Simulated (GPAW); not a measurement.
Ge in GPAW: the effect of target pressure

Crystal: Ge.

```
Ge
1.0
     0.00000    2.82891    2.82891
     2.82891    0.00000    2.82891
     2.82891    2.82891    0.00000
Ge
2
Direct
  0.75000 0.75000 0.75000
  0.50000 0.50000 0.50000
```

Alike in all runs:

* Program: GPAW 26.7.0
* Task: relaxation of cell and atoms
* Functional: PBEsol
* Potentials or basis: PAW data sets generated in the run's folder for this functional
* Cutoff: 600 eV
* Basis: pw
* k mesh: 8 × 8 × 8
* Occupations: fermi-dirac, width 0.05 eV
* Spin: no spin polarisation

Each run relaxes the cell or the atoms first.

```csv
target pressure,target pressure,relaxed volume (Å³/atom),gap on the mesh (eV)
0 GPa,-,22.95,none
2 GPa,2 GPa,22.31,0.18
5 GPa,5 GPa,21.55,0.30
10 GPa,10 GPa,?,?
20 GPa,20 GPa,19.04,0.20
30 GPa,30 GPa,17.97,0.09
```

Problem. What does the run with target pressure 10 GPa give?

Solution. Relaxed volume 20.54 Å³/atom; gap on the mesh 0.34 eV.

Worked out: In Murnaghan's law V^(-B') rises as a straight line in P. The other rows fit best with B' = 4.2, V0 = 22.93 Å³/atom and B0 = 71 GPa, which gives 20.52 Å³/atom at 10 GPa, against the run's 20.54.

Caveats: later steps reuse the first step's grids; the volume moved by over 15 % at a fixed basis, so the end points are rough (some runs).

A k mesh can miss the band edges.

A gap of «none» marks a metal or a gap under the smearing width.

Runs at the PBE level aren't shown here.
